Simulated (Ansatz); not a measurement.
diamond against fcc along group 15

Theory: DFT, revPBE, plane waves (420 eV) with PAW, scalar-relativistic (Ansatz). The PAW files were generated under PBE, with cores re-solved for the functional.

Each structure is relaxed within its symmetry, in the lowest magnetic state of the tried starts. Differences under about 8 meV lie within the error of the k-point mesh.

| element | E(diamond) − E(fcc) (meV/atom) | V(diamond) (Å³/atom) | V(fcc) (Å³/atom) | state of diamond | state of fcc |
| --- | --- | --- | --- | --- | --- |
| P | -336 | 21.06 | 14.71 | spin not included | spin not included |
| As | -278 | 29.29 | 19.63 | spin not included | spin not included |
| Sb | -71 | 43.88 | 27.89 | spin not included | spin not included |
| Bi | -50 | 49.74 | 32.51 | spin not included | spin not included |
